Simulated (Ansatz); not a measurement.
# CsCl: how the settings move a single-point run

Question: which choices in the input matter for CsCl?

Program: Ansatz 0.2.0. Level of theory: reference: DFT, PBE, all-electron LAPW, scalar-relativistic. These are calculated values, not measurements.

## (1) The starting structure

The structure is cubic, space group Pm-3m (No. 221). The conventional cell has a = 4.123 Å, b = 4.123 Å, c = 4.123 Å, α = 90.00°, β = 90.00°, γ = 90.00°. Around Cs (site symmetry m-3m) lie 8 Cl at 3.57 Å. Cl (site symmetry m-3m) has 8 Cs at 3.57 Å in its first shell of neighbours.

Structure file:

```
CELL_PARAMETERS angstrom
4.12300 0.00000 0.00000
0.00000 4.12300 0.00000
0.00000 0.00000 4.12300
ATOMIC_POSITIONS crystal
Cs 0.00000 0.00000 0.00000
Cl 0.50000 0.50000 0.50000
```

## (2) Reference

input.yaml reads:

```yaml
crystal:
  lattice:
    - [4.123, 0.0, 0.0]
    - [0.0, 4.123, 0.0]
    - [0.0, 0.0, 4.123]
  atoms:
    - { symbol: Cs, position: [0.0, 0.0, 0.0] }
    - { symbol: Cl, position: [0.5, 0.5, 0.5] }
kpoints:
  mp_grid: { grid: [6, 6, 6] }
scf:
  occupations: { method: fermi_dirac, width: 0.03 }
hamiltonian:
  xc: pbe
  pseudopotentials:
    kind: all_electron
    lapw: { basis_error: 0.001 }
    dirac_shells: { Cs: ["3p", "3d"] }
output:
  forces: true
  stress: true
  eigenvalues: true
```

Command:

```bash
$ ansatz run input.yaml --threads 1 --pin off --max-ram 2048MiB --backend cpu --events-out ev --progress --plain --runs-dir out
```

The main lines of its log:

```text
[...]
Basis set: ecut = 112.48762854122647 eV, 179 PW (Γ), exchange–correlation at level 2
[...]
k-points: 20 of 216
[...]
SCF iter   1: F=—  HF=-224535.702932 eV  |F-HF|=—  |Δ(HF+E_count)|=         —  Δρ=1.44e-2  dr2=4.06e-1  ethr=1.01e-3  ⟨swp⟩=2.5  Hψ=3006  notcnv=0
preconditioner: auto → Resta (q_TF=auto, 2.485 Å⁻¹)  ε∞=2.6  [insulator: Δε(μ)=6.262 eV  Ē_g=14.242 eV  σ=0.030 eV  W_gap=1.00  n_scr=18 (ndim 8)  ℏωp=17.7 eV  f_vac=0.000  D(μ)=0.00/eV (n_scr^D=0)  ε∞_Penn≈2.6]
SCF iter   2: F=—  HF=-224535.298179 eV  |F-HF|=—  |Δ(HF+E_count)|=   4.05e-1  Δρ=6.34e-3  dr2=8.74e-2  ethr=1.01e-3  ⟨swp⟩=3.1  Hψ=1651  notcnv=0  defer=2
[...]
SCF iter   7: F=—  HF=-224535.294598 eV  |F-HF|=—  |Δ(HF+E_count)|=   1.19e-6  Δρ=7.51e-6  dr2=4.55e-8  ethr=1.73e-9  ⟨swp⟩=3.0  Hψ=1667  notcnv=0
SCF iter   8: F=-224535.294598 eV  HF=-224535.294598 eV  |F-HF|=3.06e-9  |Δ(HF+E_count)|=   1.69e-7  Δρ=2.84e-6  dr2=9.74e-9  ethr=1.14e-10  ⟨swp⟩=3.0  Hψ=1692  notcnv=0
[...]
SCF converged after 8 iterations
Free energy (F): -224535.294598 eV
[...]
E sigma→0 (E₀):  -224535.294598 eV
Fermi energy:    7.665222 eV
[...]
  P = ⅓ Tr σ = 1.0049 GPa (10.049 kbar)
[...]
```

It took 4.5 s on 1 thread of Arm Neoverse V1, shared host; peak memory 0.24 GiB.

## (3) Changed: lower_state_search light, dispersion d3bj

Changes to input.yaml since step 2:

```diff
@@ -12,2 +12,3 @@
   occupations: { method: fermi_dirac, width: 0.03 }
+  lower_state_search: light
 hamiltonian:
@@ -18,2 +19,3 @@
     dirac_shells: { Cs: ["3p", "3d"] }
+  dispersion: d3bj
 output:
```

Command:

```bash
$ ansatz run input.yaml --threads 1 --pin off --max-ram 2048MiB --backend cpu --events-out ev --progress --plain --runs-dir out
```

Output, shortened:

```text
LAPW: plane waves up to 5.434 Å⁻¹, error target 1.0e-3 eV per atom; small_component_spin mean_spin; Cl in spheres of 1.760 Å, 13 of its electrons in bands, Dirac shells []; Cs in spheres of 1.810 Å, 27 of its electrons in bands, Dirac shells [2p, 3p, 3d]
[...]
Pseudopotentials: kind: all_electron
Pseudopotential: Cs, LAPW, valence charge 27, Koelling and Harmon's equation with Dirac's for 2p 3p 3d, gaussian nucleus
Pseudopotential: Cl, LAPW, valence charge 13, Koelling and Harmon's equation, gaussian nucleus
Functional definition: PBE
[...]
Crystal: 2 atoms, lattice volume = 70.087 Å³
Basis set: ecut = 112.48762854122647 eV, 179 PW (Γ), exchange–correlation at level 2
Bands: 24, of which v1, the nominal top of the filled ones, is band 20 counted from 1 (19 counted from 0)
Symmetry: 48 space group operations
Space group: Pm-3m (ITA 221), of the structure as read, at distance tolerance 4.1e-5 Å
k-points: 20 of 216
[...]
SCF iter   1: F=—  HF=-224536.118160 eV  |F-HF|=—  |Δ(HF+E_count)|=         —  Δρ=1.44e-2  dr2=4.06e-1  ethr=1.01e-3  ⟨swp⟩=2.5  Hψ=3006  notcnv=0
[...]
SCF iter   8: F=-224535.709826 eV  HF=-224535.709826 eV  |F-HF|=3.06e-9  |Δ(HF+E_count)|=   1.69e-7  Δρ=2.84e-6  dr2=9.74e-9  ethr=1.14e-10  ⟨swp⟩=3.0  Hψ=1692  notcnv=0
[...]
the search or the solves at the SCF's close seem to have found levels that the self-consistency loop had missed (the run counts 1). By its estimate they hold under 1e-12 electrons; where the run keeps them, the occupations were computed again with them
SCF converged after 8 iterations
Free energy (F): -224535.709826 eV
[...]
E sigma→0 (E₀):  -224535.709826 eV
Fermi energy:    7.665222 eV
[...]
--- Forces (eV/Å), atoms counted from 1 ---
  atom   1  Cs     0.00000000    -0.00000000     0.00000000
  atom   2  Cl     0.00000000    -0.00000000     0.00000000
[...]
--- Stress (GPa, compression-positive) ---
        0.109851      -0.000000       0.000000
       -0.000000       0.109851       0.000000
        0.000000       0.000000       0.109851
  P = ⅓ Tr σ = 0.1099 GPa (1.099 kbar)
--- Band table (eV; the first three rows and the last of 20) ---
  k-point 0: bands = ["-207.5932", "-177.1183", "-177.1183", "-177.1183", "-148.1289", "-148.1289", "-148.1289", "-61.6772", "-61.6772", "-61.6747", "-61.6747", "-61.6747", "-14.3595", "-7.1760", "-0.8500", "-0.8500", "-0.8500", "5.0002", "5.0002", "5.0002", "10.2727", "10.4035", [...]
[...]
```

Wall time 4.5 s (1 thread of Arm Neoverse V1, shared host); peak memory 0.25 GiB.

The energy moves by -207.6 meV/atom, nearly all of it the dispersion term itself (-207.6 meV/atom); that offset belongs to the model and is no gain or loss of stability; the pressure goes from 1.0 to 0.1 GPa.

## (4) Comparison

```csv
run,ending,energy change,pressure (GPa),gap (eV),force (eV/Å),cycles,time
reference,converged,0,1.0,5.27,0.00,8,4.5 s
"1: lower_state_search light, dispersion d3bj",converged,-207.6 meV/atom (dispersion and other settings together),0.1,5.27,0.00,8,4.5 s
```

Residual by cycle in the longest SCF loop of each run; runs are numbered as in the table. The quantity is the density residual dr2, in eV.

```csv
cycle,reference,run 1
1,0.406,0.406
2,0.0874,0.0874
3,0.0427,0.0427
4,0.00106,0.00106
5,1.4e-5,1.4e-5
6,6.9e-7,6.9e-7
7,4.5e-8,4.5e-8
8,9.7e-9,9.7e-9
```

What this shows: The energy moves by -207.6 meV/atom, nearly all of it the dispersion term itself (-207.6 meV/atom); that offset belongs to the model and is no gain or loss of stability; the pressure goes from 1.0 to 0.1 GPa. The gap of the reference lacks spin-orbit coupling, though the cell holds Cs.

The gaps are Kohn-Sham values of a semilocal functional, not quasiparticle or optical gaps. Such gaps usually fall short of the measured ones.
